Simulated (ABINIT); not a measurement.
# SiC (F-43m): G0W0 with ABINIT, start to end, part 2 of 3

How does a plane-wave GW calculation on SiC (F-43m) run from the first input to the gap?

ABINIT 10.8.3; LDA and many-body steps on it, plane waves. Known limits of the many-body steps: not at the basis limit.

So far. Step 2 (Ground state): The gap is indirect, with the least direct gap 3.20 eV higher.

### 3. Bands along the symmetry lines

Level of this step: DFT, LDA, plane waves, norm-conserving pseudopotentials (ABINIT).

The cheap functional maps the bands first; the places of the edges decide which points the dearer methods must see.

The input, run.abi:

```
acell 3*1.0 Angstrom
rprim 
  -0.000000000000 2.179000000000 2.179000000000
  2.179000000000 -0.000000000000 2.179000000000
  2.179000000000 2.179000000000 -0.000000000000
ntypat 2
znucl 14 6
natom 2
typat 1 2
xred 
  0.000000000000 0.000000000000 0.000000000000
  0.250000000000 0.250000000000 0.250000000000
pp_dirpath "pseudos"
pseudos "Si.upf, C.upf"
ecut 37
iscf -2
irdden 1
kptopt 0
nkpt 50
kpt 
  0.00000000 0.00000000 0.00000000
  -0.06250000 -0.06250000 0.00000000
  -0.12500000 -0.12500000 0.00000000
  -0.18750000 -0.18750000 0.00000000
  -0.25000000 -0.25000000 0.00000000
  -0.31250000 -0.31250000 0.00000000
  -0.37500000 -0.37500000 0.00000000
  -0.43750000 -0.43750000 0.00000000
  -0.50000000 -0.50000000 0.00000000
  -0.48437500 -0.48437500 0.03125000
  -0.46875000 -0.46875000 0.06250000
  -0.45312500 -0.45312500 0.09375000
  -0.43750000 -0.43750000 0.12500000
  -0.42187500 -0.42187500 0.15625000
  -0.40625000 -0.40625000 0.18750000
  -0.39062500 -0.39062500 0.21875000
  -0.37500000 -0.37500000 0.25000000
  -0.37500000 0.00000000 0.37500000
  -0.32812500 0.00000000 0.32812500
  -0.28125000 0.00000000 0.28125000
  -0.23437500 0.00000000 0.23437500
  -0.18750000 0.00000000 0.18750000
  -0.14062500 0.00000000 0.14062500
  -0.09375000 0.00000000 0.09375000
  -0.04687500 0.00000000 0.04687500
  0.00000000 0.00000000 0.00000000
  0.00000000 0.00000000 0.06250000
  0.00000000 0.00000000 0.12500000
  0.00000000 0.00000000 0.18750000
  0.00000000 0.00000000 0.25000000
  0.00000000 0.00000000 0.31250000
  0.00000000 0.00000000 0.37500000
  0.00000000 0.00000000 0.43750000
  0.00000000 0.00000000 0.50000000
  -0.06250000 -0.03125000 0.46875000
  -0.12500000 -0.06250000 0.43750000
  -0.18750000 -0.09375000 0.40625000
  -0.25000000 -0.12500000 0.37500000
  -0.31250000 -0.15625000 0.34375000
  -0.37500000 -0.18750000 0.31250000
  -0.43750000 -0.21875000 0.28125000
  -0.50000000 -0.25000000 0.25000000
  -0.50000000 -0.28125000 0.21875000
  -0.50000000 -0.31250000 0.18750000
  -0.50000000 -0.34375000 0.15625000
  -0.50000000 -0.37500000 0.12500000
  -0.50000000 -0.40625000 0.09375000
  -0.50000000 -0.43750000 0.06250000
  -0.50000000 -0.46875000 0.03125000
  -0.50000000 -0.50000000 0.00000000
istwfk *1
nband 14
nbdbuf 5
tolwfr 1e-07
nstep 50
prtwf 0
prtvol 0
indata_prefix "in"
outdata_prefix "out"
tmpdata_prefix "tmp"
```

Launch:

```sh
$ OMP_NUM_THREADS=1 mpirun -n 4 abinit run.abi > log
```

Numbers of over 12 decimals in the logs are rounded to 6 here.

What it wrote:

```text
.Version 10.8.3 of ABINIT. v10.8.2 released Aug 2026.

 Symmetries : space group F-4 3 m (#216); Bravais cF (face-center cubic)
[... echo of the input left out ...]
== DATASET  1 ==================================================================
-   mpi_nproc: 4, omp_nthreads: 1 (-1 if OMP is not activated)

--- !DatasetInfo
iteration_state: {dtset: 1, }
dimensions: {natom: 2, nkpt: 50, mband: 14, nsppol: 1, nspinor: 1, nspden: 1, mpw: 1524, }
cutoff_energies: {ecut:  37.0, pawecutdg:  -1.0, }
electrons: {nelect:   8.00000000E+00, charge:   0.00000000E+00, occopt:   1.00000000E+00, tsmear:   1.00000000E-02, }

 Real(R)+Recip(G) space primitive vectors, cartesian coordinates (Bohr,Bohr^-1):
 R(1)=  0.0000000  4.1177132  4.1177132  G(1)= -0.1214266  0.1214266  0.1214266
 R(2)=  4.1177132  0.0000000  4.1177132  G(2)=  0.1214266 -0.1214266  0.1214266
 R(3)=  4.1177132  4.1177132  0.0000000  G(3)=  0.1214266  0.1214266 -0.1214266
 Unit cell volume ucvol=  1.3963629E+02 bohr^3
 Angles (23,13,12)=  6.00000000E+01  6.00000000E+01  6.00000000E+01 degrees

 getcut: wavevector=  0.0000  0.0000  0.0000  ngfft=  32  32  32
         ecut(hartree)=     37.000   => boxcut(ratio)=   2.00684

--- Pseudopotential description ------------------------------------------------
- Si Generated using ONCVPSP code by D. R. Hamann
- 14.00000   4.00000  180309                  znucl, zion, pspdat
12 -1012 2 -1 1510                            pspcod,pspxc,lmax,lloc,mmax
     nproj     2     2     2
  pspatm : epsatm=    6.67003958
         --- l  ekb(1:nproj) -->
             0    5.565958    0.856966
             1    2.726111    0.629828
             2   -2.124804   -0.444604
 pspatm: atomic psp has been read  and splines computed

- C Generated using ONCVPSP code by D. R. Hamann
-  6.00000   4.00000  180309                  znucl, zion, pspdat
12 -1012 1 -1 1234                            pspcod,pspxc,lmax,lloc,mmax
     nproj     2     2     0
  pspatm : epsatm=    4.35103003
         --- l  ekb(1:nproj) -->
[...]
pspatm: atomic psp has been read  and splines computed

--------------------------------------------------------------------------------

================================================================================
 prteigrs : about to open file out_EIG
 Non-SCF case, kpt    1 (  0.00000  0.00000  0.00000), residuals and eigenvalues=
  1.93E-08  3.84E-08  9.35E-08  9.70E-08  6.80E-08  8.15E-08  2.37E-08  3.50E-08
  7.40E-08  7.39E-08  5.46E-08  9.36E-08  5.51E-08  1.32E-07
 -3.0203E-01  2.6116E-01  2.6116E-01  2.6116E-01  4.9215E-01  5.2586E-01
  5.2586E-01  5.2586E-01  7.9394E-01  7.9394E-01  8.5407E-01  8.9159E-01
  8.9159E-01  8.9159E-01
 Non-SCF case, kpt    2 ( -0.06250 -0.06250  0.00000), residuals and eigenvalues=
  7.60E-09  3.40E-08  3.88E-08  3.96E-08  2.56E-08  1.05E-08  6.87E-08  9.18E-08
[...]
8.9912E-01  9.3068E-01
 Non-SCF case, kpt    3 ( -0.12500 -0.12500  0.00000), residuals and eigenvalues=
  5.01E-08  9.30E-08  4.82E-08  2.33E-08  3.38E-08  5.30E-08  4.80E-08  3.60E-08
[...]
9.2167E-01  9.7672E-01
[...]
Non-SCF case, kpt   49 ( -0.50000 -0.46875  0.03125), residuals and eigenvalues=
[...]
1.0998E+00  1.1883E+00
 Non-SCF case, kpt   50 ( -0.50000 -0.50000  0.00000), residuals and eigenvalues=
[...]
1.0881E+00  1.1833E+00

--- !ResultsGS
iteration_state: {dtset: 1, }
comment   : Summary of ground state results
lattice_vectors:
- [ -0.0000000,   4.1177132,   4.1177132, ]
- [  4.1177132,  -0.0000000,   4.1177132, ]
- [  4.1177132,   4.1177132,  -0.0000000, ]
lattice_lengths: [   5.82333,    5.82333,    5.82333, ]
lattice_angles: [ 60.000,  60.000,  60.000, ] # degrees, (23, 13, 12)
lattice_volume:   1.3963629E+02
convergence: {deltae:  0.000E+00, res2:  0.000E+00, residm:  9.998E-08, diffor:  0.000E+00, }
etotal    :  -1.03163765E+01
entropy   :   0.00000000E+00
fermie    :   2.61161438E-01
cartesian_stress_tensor: null
pressure_GPa: null
xred      :
- [  0.0000E+00,   0.0000E+00,   0.0000E+00, Si]
- [  2.5000E-01,   2.5000E-01,   2.5000E-01,  C]
cartesian_forces: null
force_length_stats: {min: null, max: null, mean: null, }

 Integrated electronic density in atomic spheres:
 ------------------------------------------------
 Atom  Sphere_radius  Integrated_density
[...]
================================================================================

 ----iterations are completed or convergence reached----

 Mean square residual over all n,k,spin=   42.783E-09; max=  99.981E-09
 reduced coordinates (array xred) for    2 atoms
       0.000000000000      0.000000000000      0.000000000000
       0.250000000000      0.250000000000      0.250000000000

 cartesian coordinates (angstrom) at end:
    1      0.000000     0.000000     0.000000
    2      1.089500     1.089500     1.089500
 length scales=  1.889726125908  1.889726125908  1.889726125908 bohr
              =  1.000000000000  1.000000000000  1.000000000000 angstroms
 prteigrs : about to open file out_EIG
 Eigenvalues (hartree) for nkpt=  50  k points:
 kpt#   1, nband= 14, wtk=  1.00000, kpt=  0.0000  0.0000  0.0000 (reduced coord)
[...]
kpt#   2, nband= 14, wtk=  1.00000, kpt= -0.0625 -0.0625  0.0000 (reduced coord)
[...]
kpt#   3, nband= 14, wtk=  1.00000, kpt= -0.1250 -0.1250  0.0000 (reduced coord)
[...]
kpt#  49, nband= 14, wtk=  1.00000, kpt= -0.5000 -0.4687  0.0313 (reduced coord)
  -0.11426   -0.02566    0.14067    0.14099    0.31483    0.41996    0.76326    0.76909
   0.79276    0.98112    1.06342    1.08585    1.09977    1.18829
 kpt#  50, nband= 14, wtk=  1.00000, kpt= -0.5000 -0.5000  0.0000 (reduced coord)
  -0.11457   -0.02641    0.14361    0.14361    0.30993    0.41552    0.76885    0.76885
   0.79575    0.99229    1.07347    1.07347    1.08815    1.18327

== END DATASET(S) ==============================================================
================================================================================

 -outvars: echo values of variables after computation  --------
            nband          14
             nkpt          50
          spgroup         216
 [... the other variables as echoed above ...]

 Calculation completed.
```

Wall time 3.9 s (4 MPI ranks of Arm Neoverse V1, shared host); peak memory 0.24 GiB.

This step gave:

| Quantity | Value |
| --- | --- |
| gap | 1.327 eV |
| k of the valence top | 0, 0, 0 |
| k of the conduction bottom | -0.5, -0.5, 0 |
| least direct gap | 4.526 eV |

The gap is 1.327 eV, as in the run before at this level.

The electronic bands at the labelled points (eV, zero at the top of the highest filled band; v1 is the highest filled band, c1 the lowest empty one):

```csv
point,v4,v3,v2,v1,c1,c2,c3,c4
Γ,-15.33,0.00,0.00,0.00,6.29,7.20,7.20,7.20
halfway,-13.72,-3.30,-1.94,-1.94,3.98,6.26,10.45,10.45
X,-10.22,-7.83,-3.20,-3.20,1.33,4.20,13.81,13.81
halfway,-10.17,-7.67,-4.25,-3.05,2.06,5.19,13.16,13.38
U,-10.22,-7.29,-5.57,-2.61,3.05,7.66,11.71,12.30
jump to K,-10.22,-7.29,-5.57,-2.61,3.05,7.66,11.71,12.30
halfway,-13.54,-4.44,-2.95,-0.54,6.68,7.79,8.15,8.94
Γ,-15.33,0.00,0.00,0.00,6.29,7.20,7.20,7.20
halfway,-14.12,-4.28,-0.61,-0.61,5.94,7.81,7.81,9.26
L,-11.71,-8.56,-1.06,-1.06,5.39,7.15,7.15,9.93
halfway,-11.05,-7.85,-3.72,-2.27,5.18,7.21,10.04,10.87
W,-9.98,-7.04,-5.02,-4.71,5.15,9.33,9.37,9.64
halfway,-10.11,-7.52,-4.09,-4.06,3.02,5.89,11.82,13.13
X,-10.22,-7.83,-3.20,-3.20,1.33,4.20,13.81,13.81
```

The electronic bands as a text plot (rows in eV, shown from -8.0 to 7.3 only):

```
    7.0 |+++++           +       ++++++++       ++++ ++
    6.4 |++++ ++                +    +++++++        +
    5.7 |               +     ++            +++++ ++++       +
    5.1 |    +  ++     +    ++                   +    ++++++  +
    4.5 |         +++++                                     +  ++
    3.8 |     ++           +
    3.2 |       ++        +                                  +
    2.5 |               ++                                    +
    1.9 |         +    +                                       +
    1.3 |          ++++                                         +
    0.6 |
    0.0 |**                      **********
   -0.7 |  **                   *  ***  *  *****
   -1.3 |  ***              ****         **     *****
   -1.9 |    ***           *     ****               **
   -2.6 |       ***      **                *         **
   -3.2 |     **   ******       ***                    *       **
   -3.8 |                     **                      * *    **
   -4.5 |       **     **       *           *          * ****
   -5.1 |                *  **                          ****
   -5.8 |         *       **  **             **
   -6.4 |                   **
   -7.0 |          **     **                   *        *****
   -7.7 |            *****                            **     ****
         Γ           X  U|K            Γ         L        W     X
```

### 4. Empty states on the mesh, 8×8×8 mesh, 125 bands

The sums over transitions need many empty states on a uniform mesh; this step solves for them.

The input, run.abi:

```
acell 3*1.0 Angstrom
rprim 
  -0.000000000000 2.179000000000 2.179000000000
  2.179000000000 -0.000000000000 2.179000000000
  2.179000000000 2.179000000000 -0.000000000000
ntypat 2
znucl 14 6
natom 2
typat 1 2
xred 
  0.000000000000 0.000000000000 0.000000000000
  0.250000000000 0.250000000000 0.250000000000
pp_dirpath "pseudos"
pseudos "Si.upf, C.upf"
ecut 37
ngkpt 8 8 8
nshiftk 1
shiftk 0 0 0
kptopt 1
chksymbreak 0
irdden 1
istwfk *1
nband 125
prtvol 0
optdriver 6
gwr_task "HDIAGO"
paral_kgb 0
occopt 1
indata_prefix "in"
outdata_prefix "out"
tmpdata_prefix "tmp"
```

What it wrote:

```text
[banner, memory and clock lines left out]
.Version 10.8.3 of ABINIT. v10.8.2 released Aug 2026.

 Symmetries : space group F-4 3 m (#216); Bravais cF (face-center cubic)
[... echo of the input left out ...]
== DATASET  1 ==================================================================
-   mpi_nproc: 4, omp_nthreads: 1 (-1 if OMP is not activated)

--- !DatasetInfo
iteration_state: {dtset: 1, }
dimensions: {natom: 2, nkpt: 29, mband: 125, nsppol: 1, nspinor: 1, nspden: 1, mpw: 1524, }
cutoff_energies: {ecut:  37.0, pawecutdg:  -1.0, }
electrons: {nelect:   8.00000000E+00, charge:   0.00000000E+00, occopt:   1.00000000E+00, tsmear:   1.00000000E-02, }

.Using double precision arithmetic; gwpc =  8

- Reading GS density from: in_DEN

--- Pseudopotential description ------------------------------------------------
- Si Generated using ONCVPSP code by D. R. Hamann
- 14.00000   4.00000  180309                  znucl, zion, pspdat
12 -1012 2 -1 1510                            pspcod,pspxc,lmax,lloc,mmax
     nproj     2     2     2
  pspatm : epsatm=    6.67003958
         --- l  ekb(1:nproj) -->
             0    5.565958    0.856966
             1    2.726111    0.629828
             2   -2.124804   -0.444604
 pspatm: atomic psp has been read  and splines computed

- C Generated using ONCVPSP code by D. R. Hamann
-  6.00000   4.00000  180309                  znucl, zion, pspdat
12 -1012 1 -1 1234                            pspcod,pspxc,lmax,lloc,mmax
     nproj     2     2     0
  pspatm : epsatm=    4.35103003
         --- l  ekb(1:nproj) -->
             0    6.431505    0.400560
             1   -4.185684   -0.892924
 pspatm: atomic psp has been read  and splines computed

   8.81685569E+01                                ecore*ucvol(ha*bohr**3)

 Total charge density [el/Bohr^3]
)     Maximum=    2.7934E-01  at reduced coord.    0.2188    0.2188    0.3750
)     Minimum=    1.1241E-03  at reduced coord.    0.0000    0.0000    0.0000
   Integrated=    8.0000E+00

 === KS gaps after direct diagonalization ===
 Indirect band gap semiconductor
 Fundamental gap:     1.327 (eV)
   VBM:     7.107 (eV) at k: [ 0.0000E+00,  0.0000E+00,  0.0000E+00]
   CBM:     8.434 (eV) at k: [ 5.0000E-01,  5.0000E-01,  0.0000E+00]
 Direct gap:         4.526 (eV) at k: [ 5.0000E-01,  5.0000E-01,  0.0000E+00]

== END DATASET(S) ==============================================================

 -outvars: echo values of variables after computation  --------
           etotal      0.0000000000E+00
            nband         125
             nkpt          29
          spgroup         216
 [... the other variables as echoed above ...]

 Calculation completed.
```

The job ended after 23 s (4 MPI ranks; peak memory 0.75 GiB).

This step gave:

```yaml
gap: 1.327 eV
k_of_the_valence_top: 0, 0, 0
k_of_the_conduction_bottom: 0.5, 0.5, 0
least_direct_gap: 4.526 eV
k_points_computed: 29
lowest_point_of_the_top_converged_band_above_the_valence_top: 158.5422 eV
```

On this mesh the gap is 1.327 eV.

### 5. Screening, 8×8×8 mesh, 117 bands, screening to 244.9 eV

The RPA dielectric matrix is built and inverted for each q.

This step: RPA screening on LDA, plane waves, norm-conserving pseudopotentials.

run.abi, as its differences from that of step 4:

```diff
@@ -20,10 +20,11 @@
 chksymbreak 0
-irdden 1
 istwfk *1
-nband 125
-prtvol 0
-optdriver 6
-gwr_task "HDIAGO"
-paral_kgb 0
 occopt 1
+irdwfk 1
+optdriver 3
+nband 117
+ecuteps 9
+inclvkb 2
+awtr 1
+symchi 1
 indata_prefix "in"
```

What it wrote:

```text
.Version 10.8.3 of ABINIT. v10.8.2 released Aug 2026.

 Symmetries : space group F-4 3 m (#216); Bravais cF (face-center cubic)
[... echo of the input left out ...]
== DATASET  1 ==================================================================
-   mpi_nproc: 4, omp_nthreads: 1 (-1 if OMP is not activated)

--- !DatasetInfo
iteration_state: {dtset: 1, }
dimensions: {natom: 2, nkpt: 29, mband: 117, nsppol: 1, nspinor: 1, nspden: 1, mpw: 1524, }
cutoff_energies: {ecut:  37.0, pawecutdg:  -1.0, }
electrons: {nelect:   8.00000000E+00, charge:   0.00000000E+00, occopt:   1.00000000E+00, tsmear:   1.00000000E-02, }

 SCREENING: Calculation of the susceptibility and dielectric matrices

 Based on a program developped by R.W. Godby, V. Olevano, G. Onida, and L. Reining.
 Incorporated in ABINIT by V. Olevano, G.-M. Rignanese, and M. Torrent.
.Using double precision arithmetic ; gwpc =  8

[... cell and pseudopotentials left out ...]
--------------------------------------------------------------------------------

 ==== K-mesh for the wavefunctions ====
 Number of points in the irreducible wedge :    29
[... list of points left out ...]
 Together with 24 symmetry operations and time-reversal symmetry
 yields   512 points in the full Brillouin Zone.

 ==== Q-mesh for the screening function ====
 Number of points in the irreducible wedge :    29
[... list of points left out ...]
 Together with 24 symmetry operations and time-reversal symmetry
 yields   512 points in the full Brillouin Zone.

 setmesh: FFT mesh size selected  =    24x   24x   24
          total number of points  =        13824

 vcoul_init : cutoff-mode = AUXILIARY_FUNCTION
 q-points for optical limit:   1
     1)      0.000010    0.000020    0.000030

- screening: taking advantage of time-reversal symmetry
- Maximum band index for partially occupied states nbvw = 4
- Remaining bands to be divided among processors   nbcw = 113
- Number of bands treated by each node ~28

 Number of electrons calculated from density =    8.0000; Expected =    8.0000
 average of density, n =  0.057292
 r_s =    1.6092
 omega_plasma =   23.0888 [eV]

 calculating chi0 at frequencies [eV] :
  1    0.000000E+00    0.000000E+00
  2    0.000000E+00    2.308880E+01

--------------------------------------------------------------------------------
  q-point number  1        q = ( 0.000000, 0.000000, 0.000000) [r.l.u.]
--------------------------------------------------------------------------------
[... chi0 elements left out ...]
 For q-point:  0.000010 0.000020 0.000030
  dielectric constant =   6.7705
  dielectric constant without local fields =   7.4099

  Average fulfillment of the sum rule on Im[epsilon] for q-point    1 :     92.98  [%]
[... wings left out ...]
  q-point number  2        q = ( 0.125000, 0.000000, 0.000000) [r.l.u.]
--------------------------------------------------------------------------------
[... chi0 elements left out ...]
  Average fulfillment of the sum rule on Im[epsilon] for q-point    2 :     96.83  [%]

 [... 27 further q-points ...]
```

The job ended after 3.7 min (4 MPI ranks; peak memory 1.4 GiB).

This step gave:

| Property | Result |
| --- | --- |
| ε∞ with local fields, on this mesh, along the program's q direction | 6.771 |
| the same without local fields | 7.410 |
| plasma frequency | 23.09 eV |
| plane waves in the screening matrix | 169 |

Local fields lower ε∞ by 9 %.

(Continued in part 3 of 3.)

[Paths, hosts, dates, memory and timing lines, banners, echoed tables and standing remarks are left out of the program output.]

[Logs are printed without paths, hosts, clocks, repeated set-up lines and the standing remarks that a program may print on its own settings, such as how far it seeks lower states.]

[Runs of the session that timed out or met a known fault of the program may be left out.]

[Hosts, paths, dates, database ids (printed as entryN), source tags and the programs' standing remarks are cut or masked in the printed files.]

[G0W0 gaps are taken among the corrected bands and points alone; a level outside them can change the order at an edge.]

[Where Ansatz stands beside ABINIT at settings called matched, ABINIT's density can come from a denser mesh and the files from another edition; pairs whose starting gaps differed by over 0.03 eV were left out, so agreement reads better than it is.]
